**Q:** I have the energy levels of lead monoxide at six points of the Brillouin zone, from a density-functional calculation with the PBE functional. Could I work out the levels at a seventh point before looking them up?

SIRIUS 7.12.0, all-electron FP-LAPW with the PBE functional and IORA valence relativity, without spin polarisation or spin-orbit coupling. PbO in a four-atom cell, atoms displaced at random by about 0.05 Å; 5×5×4 k mesh, Fermi-Dirac smearing of 0.05 eV. Levels are numbered outwards from the gap, with energies relative to the highest filled level on the mesh.

| point a (reciprocal cell vector) | point b (reciprocal cell vector) | point c (reciprocal cell vector) | level under 4 (eV) | level under 3 (eV) | level under 2 (eV) | level under 1 (eV) | level over 1 (eV) | level over 2 (eV) |
| --- | --- | --- | --- | --- | --- | --- | --- | --- |
| 0.0000 | 0.0000 | 0.0000 | -1.652 | -1.571 | -1.479 | 0.000 | 2.449 | 5.463 |
| -0.2000 | 0.2000 | 0.0000 | -2.659 | -2.349 | -1.231 | -0.257 | 3.547 | 3.648 |
| 0.0000 | 0.4000 | 0.0000 | -2.775 | -2.415 | -2.000 | -1.069 | 3.335 | 3.724 |
| 0.4000 | 0.4000 | 0.0000 | -2.129 | -1.462 | -1.376 | -0.971 | 1.572 | 1.767 |
| -0.2000 | 0.0000 | 0.2500 | -2.112 | -1.855 | -1.643 | -0.352 | 2.982 | 3.040 |
| 0.4000 | 0.0000 | 0.5000 | -3.086 | -2.503 | -1.011 | -0.909 | 2.576 | 3.426 |
| 0.2000 | 0.4000 | 0.5000 | ? | ? | ? | ? | ? | ? |

**A:** Try it, and attach a range to each guess. The three point coordinates, which I'll call $a$, $b$ and $c$, tell how the phase of an electron wave changes from one cell to the next along each cell edge. A coordinate of 0 means that neighbouring cells are in phase, and 0.5 means that they are opposite. "Level under 1" is the highest filled level at a point, "level over 1" is the lowest empty one, and energies count from the highest filled level on the mesh, at point 1.

**Q:** The seventh point is (0.2, 0.4, 0.5). Which known point should I start from?

**A:** Start from point 6, at (0.4, 0, 0.5). The crystal resembles litharge, which is built of layers stacked along the third direction. At $c = 0.5$ the wave reverses its sign from one layer to the next, and point 6 is the only known point with that stacking. It also shares a second feature with the new point: each has one in-plane coordinate equal to 0.4, just short of a side face of the zone at 0.5.

**Q:** Why does it matter how close a point is to a side face?

**A:** In ideal litharge, levels meet in pairs there. The crystal has screw axes lying in the layers: a half turn together with a shift by half a cell maps the crystal onto itself. Combine this with time reversal and apply the operation twice, and you have moved by one whole cell. On the side face that move multiplies the wave by −1, so a state and its image can't be the same state, yet they have the same energy.

This argument holds without spin-orbit coupling, which the calculation leaves out. It is exact only for the ideal crystal, whereas here the atoms have been displaced at random by about 0.05 Å. The pairs should therefore nearly meet at the face, and a separation of about a tenth of an electronvolt shouldn't be given a chemical cause.

**Q:** Is there a simpler system in which I can see this pairing?

**A:** Take a chain of identical, equally spaced atoms with one s orbital each, and describe it with a cell that holds two atoms. Each cell then gives two levels, one with neighbouring orbitals in phase and one with them out of phase. They are far apart at the zone centre and meet at the zone edge, where the couplings to the left and right neighbours cancel. If you shift every second atom a little, the cancellation is incomplete and the levels stay apart.

The chain explains why the levels meet and why displaced atoms keep them apart. It has only one kind of orbital, though, so it can't tell you how lead and oxygen orbitals mix as you move through the zone of the oxide.

**Q:** How do I turn that into numbers for lead monoxide?

**A:** The cell holds two PbO units, offset by half a cell along both in-plane directions. Suppose that an orbital on one unit couples with strength $t$ to its four neighbours of the other kind. Adding the four phases gives

$$E_\pm = E_0 \pm 4t\cos(\pi a)\cos(\pi b),$$

where $E_0$ is the centre of the pair. The separation thus follows the product of the two cosines. From point 6 to the new point this product changes by a factor of $\cos(0.2\pi)$, or about 0.81.

For the centre I make the simplest assumption, that it stays where it is at point 6. The model takes its starting energies from that one row and has no adjustable constant.

**Q:** Then let me do the empty levels. At point 6 they are at 2.576 and 3.426 eV, so their centre is at 3.001 eV. Half their separation is 0.425 eV, and multiplied by 0.81 it becomes 0.344 eV.

**A:** So your forecast is 2.66 eV for the first empty level and 3.35 eV for the second. Before you settle on a range, look at points 3 and 4. What happens to the empty levels between them?

**Q:** They drop a long way. The centre of the pair falls from 3.53 to 1.67 eV. Shouldn't I include part of that drop?

**A:** That is the serious alternative. Points 3 and 4 share $b = 0.4$, and a cosine drawn between them puts 0.71 eV of the fall at $a = 0.2$. In ideal litharge the two in-plane directions are equivalent, so point 6 also stands for (0, 0.4, 0.5), straight above point 3. If the same valley ran up to $c = 0.5$, your forecast would have to come down by that much.

I would leave it out, for a physical reason. The valley at point 4 probably owes much to bonding between lead orbitals on opposite sides of the space between layers. At $c = 0.5$ the phase from layer to layer is reversed. If the orbital pattern within each layer stayed the same, such bonding would turn into antibonding. None of the six points tests this in the valley itself. Points 3 and 6 show that the stacking phase matters, but there its reversal lowers the centre of the empty pair, by 0.53 eV, so it doesn't always push these levels up. I would therefore make the range as wide as the doubt: ±0.7 eV on each empty level.

**Q:** And the filled levels?

**A:** The same steps put the upper two at −0.92 and −1.00 eV, and the next two at −2.56 and −3.03 eV. I give each of them ±0.5 eV. That range is a judgement, since a single starting point can't reveal how strongly the orbitals mix on the way.

Two forecasts in words go with the numbers. The new point should supply neither the highest filled level nor the lowest empty level of the mesh. Its upper filled pair should also be closer together than its lower filled pair, as at point 6.

**Q:** I'm ready to compare.

The withheld rows as computed:

| point a (reciprocal cell vector) | point b (reciprocal cell vector) | point c (reciprocal cell vector) | level under 4 (eV) | level under 3 (eV) | level under 2 (eV) | level under 1 (eV) | level over 1 (eV) | level over 2 (eV) |
| --- | --- | --- | --- | --- | --- | --- | --- | --- |
| 0.2000 | 0.4000 | 0.5000 | -2.266 | -1.606 | -1.362 | -1.169 | 2.872 | 3.789 |

**Q:** Both empty levels are within their ranges. Was it right to leave out the valley?

**A:** For this point, yes. The forecasts are too low by 0.21 and 0.44 eV, and the centre of the pair has risen by 0.33 eV from point 6 instead of falling. Had you carried the valley upwards, the centre would have been 1.04 eV too low.

This fits the idea that the valley depends on bonding between layers, but one point can't establish the cause. The valley may also be narrower than the cosine assumes, so that it hardly reaches $a = 0.2$ even at $c = 0$.

**Q:** The first empty level came out better than the second. Does the model describe it better?

**A:** No, two errors oppose each other there. The assumed centre was too low, which pulls both forecasts down. The assumed separation was too small, which pushes the first forecast up and the second one down. The errors therefore partly cancel for the first level and add for the second.

**Q:** So the cosine rule for the separation failed?

**A:** It did. It said that each pair would close up by about a fifth, and all three pairs opened slightly instead. The separation of the empty pair, for example, went from 0.85 to 0.92 eV. Measured against the rule, the pairs are too wide by 0.11 to 0.23 eV. The displaced atoms could account for part of this, as could couplings between p orbitals that the simple formula omits.

The pairing itself is hard to see at this distance from the face: at the new point the third filled level lies closer to the second than to its partner, the fourth. The formula adds no accuracy here. For every one of the six levels, the wrong centre did more harm than the wrong separation.

**Q:** How did the filled levels do?

**A:** The upper two are within range, with forecasts 0.25 and 0.36 eV too high. The lower two are clear failures: the forecasts are too low by 0.95 and 0.76 eV, well outside ±0.5 eV. Both forecasts in words hold: the new point supplies neither edge of the gap, and its upper filled pair is the closer one. The first was no real test, though. The zero of energy already marks point 1 as the place of the highest filled level, and point 4 already had an empty level below the whole range of the forecast.

**Q:** What went wrong with the lower pair?

**A:** Look at the four filled levels together. At point 6 they spread over 3.086 − 0.909 = 2.18 eV, but at the new point over only 2.266 − 1.169 = 1.10 eV. The upper pair has moved down and the lower pair has moved up by much more. By holding both centres still, the model ruled out this crowding.

There was a warning among the known points. From point 3 to point 4 the lower pair also rises, by 0.80 eV. Yet a cosine share of that rise, 0.31 eV, would have repaired only about a third of the error in the centre, and the same correction would have moved the upper pair the wrong way.

**Q:** Is there a chemical reason for the crowding?

**A:** The upper filled bands of litharge are mainly oxygen 2p states mixed with lead 6s. How well these orbitals overlap depends on the phases between neighbours, so the mixture changes from point to point. A level's rank, such as third from the top, is therefore no label of its chemical character. The third level at the new point may belong to a different band from the third level at point 6. That is my guess for the large miss, and energies alone can't confirm it.

**Q:** If I were given another point near a side face, what should I carry over from this exercise?

**A:** First ask how far the point is from the face. Exactly on it, at (0.2, 0.5, 0.5) for instance, the levels of the ideal crystal must coincide in pairs as long as spin-orbit coupling is left out. Then ask whether the stacking phase is the same as at your reference point, because a valley found at $c = 0$ need not survive at $c = 0.5$. Symmetry tells you that levels must meet in pairs on the face, but it doesn't fix the energy of a pair, and that is where this forecast lost most of its accuracy.

**Q:** I work with the material, not with its bands. Can I at least read the band gap from these points?

**A:** Only as an upper bound for this cell at this level of theory. The smallest gap on the mesh is 1.57 eV, from the filled level at point 1 to the empty level at point 4. The mesh skips the zone corner at (0.5, 0.5, 0), where ideal litharge is expected to have its lowest empty level, so the PBE gap of this cell may be smaller.

The bound doesn't carry over to a real sample, because PBE tends to give gaps that are too small. For such a comparison you would also need spin-orbit coupling, which acts strongly on the lead 6p states that dominate the low empty levels. Its absence doesn't explain our misses, because the starting point and the computed answer both leave it out.
